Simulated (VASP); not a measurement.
# TePb (Fm-3m) in VASP: notebook, part 2 of 2

VASP 6.6.1.

### 4 Relaxation of cell and atoms, PBEsol

The input, INCAR:

```
PREC = Accurate ; ENCUT = 600
EDIFF = 1E-6 ; ISMEAR = 0
SIGMA = 0.03 ; LREAL = F
LASPH = T ; NELM = 80
ALGO = Normal ; ISIF = 3
LWAVE = F ; LCHARG = F
GGA = PS ; IBRION = 2
NSW = 90 ; EDIFFG = -0.01
```

The input, KPOINTS:

```
regular mesh
0
Gamma
  8 8 8
```

The input, POSCAR:

```
TePb
1.0
    0.0000000000      3.2310000000      3.2310000000
    3.2310000000      0.0000000000      3.2310000000
    3.2310000000      3.2310000000      0.0000000000
Te Pb
1 1
Direct
    0.5000000000      0.5000000000      0.5000000000
    0.0000000000      0.0000000000      0.0000000000
```

Run with:

```sh
> cat potpaw_PBE.64/Te/POTCAR potpaw_PBE.64/Pb_d/POTCAR > POTCAR
> mpirun -np 1 vasp_std > vasp.out
```

Wall time 82 s (1 thread of Intel Xeon Platinum 8488C (Sapphire Rapids), shared host); peak memory 0.25 GiB.

It converged, with:

* Free energy: -8.2592 eV
* Relaxed volume: 33.44 Å³/atom
* Relaxed cell: a = 4.556 Å, b = 4.556 Å, c = 4.556 Å, α = 60.00°, β = 60.00°, γ = 60.00°
* Space group after relaxing (to 0.05 Å): Fm-3m (No. 225)
* Energy gained by relaxing: 0.3 meV/atom
* Ionic steps: 3
* Pressure after relaxing: 0.0 GPa
* Band gap on the k mesh: 0.65 eV, direct

The path:
```csv
step,energy change (eV),largest force (eV/Å),pressure (GPa),volume (Å³)
1,0.0000,0.0000,-0.39,67.46
2,-0.0006,0.0000,0.16,66.66
3,-0.0007,0.0000,-0.01,66.89
```

Final structure:
```cif
data_structure
_symmetry_space_group_name_H-M 'P 1'
_symmetry_Int_Tables_number 1
_cell_length_a 4.5564
_cell_length_b 4.5564
_cell_length_c 4.5564
_cell_angle_alpha 60.000
_cell_angle_beta 60.000
_cell_angle_gamma 60.000
_cell_volume 66.89
loop_
_atom_site_label
_atom_site_type_symbol
_atom_site_fract_x
_atom_site_fract_y
_atom_site_fract_z
_atom_site_occupancy
Te1 Te 0.50000 0.50000 0.50000 1
Pb1 Pb 0.00000 0.00000 0.00000 1
```

Levels at points of the mesh, in eV from the valence-band top:
| k point | band 7 | band 8 | band 9 | band 10 | band 11 | band 12 | band 13 | band 14 |
| --- | --- | --- | --- | --- | --- | --- | --- | --- |
| (0.00, 0.00, 0.00) | -5.59 | -1.37 | -1.37 | -1.37 | 4.07 | 4.07 | 4.07 | 5.74 |
| (0.50, 0.00, 0.00) | -8.65 | -0.90 | -0.90 | 0.00 | 0.65 | 1.22 | 1.22 | 8.30 |
| (0.50, 0.50, 0.00) | -7.32 | -4.59 | -2.85 | -2.85 | 3.17 | 5.49 | 5.49 | 6.73 |

Caveat: the PAW data sets were made with another functional, which shifts forces and pressure a little; spin-orbit coupling is left out, which as a rule narrows the gap of such compounds by several tenths of an eV. A k mesh can miss the band edges.

### 5 Relaxation of cell and atoms, PBEsol

This run uses another cell than the first one, of 33.44 Å³/atom, 0.992 times its volume.

The input, INCAR:

```
PREC = Accurate ; ENCUT = 600
EDIFF = 1E-7 ; ISMEAR = 0
SIGMA = 0.03 ; LREAL = F
LASPH = T ; NELM = 80
ALGO = Normal ; ISIF = 3
LWAVE = F ; LCHARG = F
GGA = PS ; IBRION = 2
NSW = 90 ; EDIFFG = -0.005
```

KPOINTS is that of step 4.

The input, POSCAR:

```
TePb                                    
1.0
    0.0000000000      3.2218515830      3.2218515830
    3.2218515830      0.0000000000      3.2218515830
    3.2218515830      3.2218515830     -0.0000000000
  Te              Pb            
     1     1
Direct
     0.5000000000000000    0.5000000000000000    0.5000000000000000
     0.0000000000000000    0.0000000000000000    0.0000000000000000
```

Run with:

```sh
> cat potpaw_PBE.64/Te/POTCAR potpaw_PBE.64/Pb_d/POTCAR > POTCAR
> mpirun -np 1 vasp_std > vasp.out
```

Run time: 30 s. Hardware: 1 thread of Intel Xeon Platinum 8488C (Sapphire Rapids), shared host; peak memory 0.21 GiB.

The run converged. Its results:

```
Free energy             : -8.2592 eV
Pressure after relaxing : 0.0 GPa
Band gap on the k mesh  : 0.65 eV, direct
```

Final structure:
```yaml
crystal:
  lattice:
    - [0.00000, 3.22185, 3.22185]
    - [3.22185, 0.00000, 3.22185]
    - [3.22185, 3.22185, 0.00000]
  atoms:
    - { symbol: Te, position: [0.50000, 0.50000, 0.50000] }
    - { symbol: Pb, position: [0.00000, 0.00000, 0.00000] }
```

Levels at points of the mesh, in eV from the valence-band top:
```tsv
k point	band 8	band 9	band 10	band 11	band 12	band 13
(0.00, 0.00, 0.00)	-1.37	-1.37	-1.37	4.07	4.07	4.07
(0.50, 0.00, 0.00)	-0.90	-0.90	0.00	0.65	1.22	1.22
(0.50, 0.50, 0.00)	-4.59	-2.85	-2.85	3.17	5.49	5.49
```

Caveat: the relaxation stopped at its first step, so nothing moved; the PAW data sets were made with another functional, which shifts forces and pressure a little; spin-orbit coupling is left out, which as a rule narrows the gap of such compounds by several tenths of an eV.

### 6 Relaxation of cell and atoms, PBEsol

The input, INCAR:

```
SYSTEM = TePb
  ALGO = Normal
  EDIFF = 1E-6
  EDIFFG = -0.01
  ENCUT = 600
  GGA = PS
  IBRION = 2
  ISIF = 3
  ISMEAR = 0
  LASPH = .True.
  LCHARG = .False.
  LREAL = .False.
  LWAVE = .False.
  NELM = 80
  NSW = 90
  PREC = Accurate
  SIGMA = 0.03
```

The input, KPOINTS:

```
k-points
0
Gamma
  10 10 10
  0 0 0
```

The input, POSCAR:

```
TePb
1.0
    0.0000000000      3.2310000000      3.2310000000
    3.2310000000      0.0000000000      3.2310000000
    3.2310000000      3.2310000000      0.0000000000
Te Pb
1 1
Direct
    0.5000000000      0.5000000000      0.5000000000
    0.0000000000      0.0000000000      0.0000000000
```

Potentials or basis: VASP PAW PBE potentials, release 64 (Te, Pb_d).

Run with:

```sh
> cat potpaw_PBE.64/Te/POTCAR potpaw_PBE.64/Pb_d/POTCAR > POTCAR
> mpirun -np 1 vasp_std > vasp.out
```

It took 58 s on 1 thread of Intel Xeon Platinum 8488C (Sapphire Rapids), shared host; peak memory 0.27 GiB.

It converged, with:

- Free energy: -8.2594 eV
- Relaxed volume: 33.44 Å³/atom
- Relaxed cell: a = 4.556 Å, b = 4.556 Å, c = 4.556 Å, α = 60.00°, β = 60.00°, γ = 60.00°
- Space group after relaxing (to 0.05 Å): Fm-3m (No. 225)
- Energy gained by relaxing: 0.4 meV/atom
- Ionic steps: 3
- Pressure after relaxing: 0.0 GPa
- Band gap on the k mesh: 0.65 eV, direct

Step by step:
```
step  energy change (eV)  largest force (eV/Å)  pressure (GPa)  volume (Å³)
   1              0.0000                0.0000           -0.40        67.46
   2             -0.0006                0.0000            0.16        66.64
   3             -0.0007                0.0000           -0.01        66.88
```

Final structure:
```yaml
crystal:
  lattice:
    - [0.00000, 3.22169, 3.22169]
    - [3.22169, 0.00000, 3.22169]
    - [3.22169, 3.22169, 0.00000]
  atoms:
    - { symbol: Te, position: [0.50000, 0.50000, 0.50000] }
    - { symbol: Pb, position: [0.00000, 0.00000, 0.00000] }
```

Levels at points of the mesh, in eV from the valence-band top:
```tsv
k point	band 8	band 9	band 10	band 11	band 12	band 13
(0.00, 0.00, 0.00)	-1.37	-1.37	-1.37	4.07	4.07	4.07
(0.50, 0.00, 0.00)	-0.90	-0.90	0.00	0.65	1.22	1.22
(0.50, 0.50, 0.00)	-4.59	-2.85	-2.85	3.17	5.49	5.49
```

Caveat: the PAW data sets were made with another functional, which shifts forces and pressure a little; spin-orbit coupling is left out, which as a rule narrows the gap of such compounds by several tenths of an eV. A k mesh can miss the band edges.
